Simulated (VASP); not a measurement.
Wanted: the native input for a VASP 6.6.1 run.

```
Task                   : relaxation of cell and atoms
Functional             : PBE
Potentials or basis    : VASP PAW PBE potentials, release 64 (Pb_d, Se)
Cutoff                 : 600 eV
k mesh                 : 6 × 6 × 4
Occupations            : gaussian, width 0.1 eV
Spin                   : no spin polarisation
Dipole correction      : no
Further INCAR settings : ALGO = Normal; EDIFF = 1e-06; IBRION = 2; EDIFFG = -0.04; NSW = 90; ISIF = 3
```

The structure of PbSe lies in POSCAR:

```
PbSe
1.0
    3.7676732500      0.0000000000      0.0000000000
   -1.8838366300      3.2629007500      0.0000000000
    0.0000000000      0.0000000000      7.0728428100
Pb Se
2 2
Direct
    0.6666666700      0.3333333300      0.7500000000
    0.3333333300      0.6666666700      0.2500000000
    0.0000000000      0.0000000000      0.0000000000
    0.0000000000      0.0000000000      0.5000000000
```

The cell was built by a generator and needn't be a form met in nature.

These files were run (other wordings do the same):

INCAR

```
PREC     = Accurate       # precision mode
ENCUT    = 600            # plane-wave cutoff, eV
EDIFF    = 1E-6           # SCF threshold, eV
ISMEAR   = 0              # smearing method
SIGMA    = 0.1            # smearing width, eV
LREAL    = False          # projectors in reciprocal space
LASPH    = True           # aspherical terms in the spheres
NELM     = 100            # most SCF steps
ALGO     = Normal         # electronic algorithm
ISIF     = 3              # what is computed and relaxed
LWAVE    = False          # write WAVECAR
LCHARG   = False          # write CHGCAR
GGA      = PE             # functional
IBRION   = 2              # ionic algorithm
NSW      = 90             # ionic steps
EDIFFG   = -0.04          # ionic threshold
```

KPOINTS

```
regular mesh
0
Gamma
  6 6 4
```

Potentials or basis: VASP PAW PBE potentials, release 64 (Pb_d, Se).

Launch:

```bash
$ cat potpaw_PBE.64/Pb_d/POTCAR potpaw_PBE.64/Se/POTCAR > POTCAR
$ mpirun -np 1 vasp_std > vasp.out
```

Results of the run:

| Property | Result |
| --- | --- |
| Relaxed volume | 30.23 Å³/atom |
| Relaxed cell | a = 4.272 Å, b = 4.272 Å, c = 7.652 Å, α = 90.00°, β = 90.00°, γ = 120.00° |
| Space group after relaxing (to 0.05 Å) | P6_3/mmc (No. 194) |
| Energy gained by relaxing | 561.9 meV/atom |
| Ionic steps | 7 |
| Pressure after relaxing | -0.1 GPa |
| Band gap on the k mesh | 0.21 eV, indirect (least direct gap 0.27 eV) |

Caveat: the volume moved by over 15 % at a fixed basis, so the end points are rough; spin-orbit coupling is left out, which as a rule narrows the gap of such compounds by several tenths of an eV.

Run time: 4.4 min on 1 thread of Intel(R) Xeon(R) Platinum 8488C (Sapphire Rapids) (shared host), peak memory 0.25 GiB.
